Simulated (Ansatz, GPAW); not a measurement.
Given: the input of a run of GPAW 26.7.0 (ASE script) on MgO. The cell is a database's computed one, not the measured one.

The input run.py:

```python
from ase.dft.bandgap import bandgap
from ase.io import read, write
from ase.units import GPa
from gpaw import GPAW, PW

atoms = read('MgO.xyz')

calc = GPAW(mode=PW(800),
            xc='PBE',
            kpts={'size': (11, 11, 11), 'gamma': True},
            occupations={'name': 'methfessel-paxton', 'order': 0, 'width': 0.023},
            nbands=16,
            convergence={'density': 1e-05, 'energy': 1e-05},
            maxiter=150,
            txt='gpaw.txt')
atoms.calc = calc
energy = atoms.get_potential_energy()
forces = atoms.get_forces()
stress = atoms.get_stress()
calc.write('gs.gpw')
write('result.traj', atoms)
print(f'Energy: {energy:.6f} eV')
print('Forces (eV/A):')
print(forces.round(4))
print('Stress (GPa):', (stress / GPa).round(3))
print('Fermi level:', round(calc.get_fermi_level(), 4), 'eV')
print(f'Gap: {bandgap(calc)[0]:.4f} eV, direct: {bandgap(calc, direct=True)[0]:.4f} eV')
```

Contents of MgO.xyz:

```xyz
2
Lattice="0.0000000000 2.0970013927 2.0970013927 2.0970013927 0.0000000000 2.0970013927 2.0970013927 2.0970013927 0.0000000000" Properties=species:S:1:pos:R:3 pbc="T T T"
Mg     0.0000000000      0.0000000000      0.0000000000
O      2.0970013927      2.0970013927      2.0970013927
```

Potentials or basis: GPAW PAW data sets (gpaw-data 1.2.1), pw.

Launch:

```bash
$ OMP_NUM_THREADS=1 python run.py
```

Problem. What does the same run look like in Ansatz 0.2.0? Potentials or basis there: Ansatz PAW, cutoff 420 eV.

Solution. As run (cutoffs and basis follow the program's own potentials, and thresholds, step limits or extra output files can differ):

File input.yaml:

```yaml
crystal:
  lattice:
    - [0.0, 2.0970013927, 2.0970013927]
    - [2.0970013927, 0.0, 2.0970013927]
    - [2.0970013927, 2.0970013927, 0.0]
  atoms:
    - { symbol: Mg, position: [0.0, 0.0, 0.0] }
    - { symbol: O, position: [0.5, 0.5, 0.5] }
hamiltonian:
  xc: pbe
  pseudopotentials: { kind: paw }
kpoints:
  mp_grid: { grid: [11, 11, 11] }
scf:
  occupations: { method: gaussian, width: 0.023 }
output:
  forces: true
  stress: true
  eigenvalues: true
```

Potentials or basis: Ansatz PAW.

The run is started by

```sh
$ ansatz run input.yaml --threads 2 --pin off --max-ram 5632MiB --backend cpu --events-out ev --progress --plain --runs-dir out
```

Both were run:

|  | GPAW | Ansatz |
| --- | --- | --- |
| Pressure | 7.0 GPa | 6.9 GPa |

Ansatz's pressure holds a Pulay term of +0.60 GPa for its cutoff of 420 eV, which the other run lacks.

Where Ansatz's input types no cutoff or centring, it takes its own default and a Γ-centred mesh.

Pressure is positive in compression.
